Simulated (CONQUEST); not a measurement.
Runs of CONQUEST 1.3 on ZnS. Symmetry: F-43m, No. 216, cubic system. The conventional cell has a = 5.404 Å, b = 5.404 Å, c = 5.404 Å, α = 90.00°, β = 90.00°, γ = 90.00°. Zn (site symmetry -43m) is surrounded by 4 S at 2.34 Å. S (site symmetry -43m) has 4 Zn at 2.34 Å as nearest neighbours. 

| task | level | potentials or basis | spin | cell | k mesh | smearing | gap on the mesh (eV) | pressure (GPa) | moment (μB) |
| --- | --- | --- | --- | --- | --- | --- | --- | --- | --- |
| band structure | LDA | PseudoDojo NC LDA, SZP, grid cutoff 120 Ha | collinear, zero start | as given | 5 × 5 × 4 | fermi-dirac 0.027 eV | - | - | 0.00 |
| single point | LDA | PseudoDojo NC LDA, SZP, grid cutoff 120 Ha | collinear, zero start | as given | 5 × 5 × 4 | fermi-dirac 0.027 eV | 2.26 | -1.0 | 0.00 |
| single point | LDA | PseudoDojo NC LDA, DZP, grid cutoff 80 Ha | collinear, random start | as given | 5 × 5 × 4 | fermi-dirac 0.05 eV | 2.11 | (a) | 0.00 |
| single point | AM05 | PseudoDojo NC PBEsol, DZP, grid cutoff 120 Ha | collinear, antiferromagnetic start | edges of the box strained at random at fixed volume | 5 × 5 × 4 | fermi-dirac 0.05 eV | 2.14 | 0.8 | 0.00 |

Task: Estimate the missing entries.

Result: (a) -2.2.

Caveats: the basis of atomic orbitals isn't converged, which shifts pressures, moduli and gaps; the atomic basis is small (some runs); the box holds several primitive cells, so bands are folded and the points are those of the box's own zone (some runs); an odd mesh through Γ misses points on the zone boundary, where band edges often lie (some runs); the potentials were made for another functional, which shifts forces and pressure (some runs).

Runs at the PBE level aren't shown here.
